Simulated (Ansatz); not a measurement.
# In$_{2}$Sb: computed properties

Computed with DFT PBEsol, scalar-relativistic, plane waves, PAW in Ansatz 0.2.0.

Plane waves to 420 eV, a k mesh through Γ of 12×12×6 on the computed 6-atom cell and Gaussian smearing (0.10 eV); no spin polarisation.

The structure is relaxed at this level of theory with its symmetry kept. Whether it is the stable form of this composition wasn't checked.

Symmetry: P6_3/mmc, No. 194, hexagonal system. Conventional cell: a = 5.333 Å, b = 5.333 Å, c = 6.393 Å, α = 90.00°, β = 90.00°, γ = 120.00°. In (site symmetry -6m2) is surrounded by 5 Sb at 3.08 to 3.20 Å and 6 In at 3.47 Å. In (site symmetry -3m) has 8 In at 3.20 to 3.47 Å and 6 Sb at 3.47 Å as nearest neighbours. Sb (site symmetry -6m2) has 11 In at 3.08 to 3.47 Å as nearest neighbours.

```json
{"Volume per atom": "26.25 Å³", "Formation energy from the elements' standard states (uncorrected)": "-0.007 eV/atom", "Kohn–Sham band gap": "none (metal)", "Density of states at the Fermi level": "2.24 states/eV per cell", "Löwdin character within 0.5 eV of the Fermi level": "In 5p 43 %, Sb 5p 30 %, In 5s 19 %", "Bulk modulus": "48 GPa", "Its pressure derivative": "5.3", "Bader charges (e)": "In (2 in the cell) 0.23, In (2 in the cell) 0.20, Sb (2 in the cell) -0.44"}
```

Spin-orbit coupling is left out, which matters for the bands of heavy elements.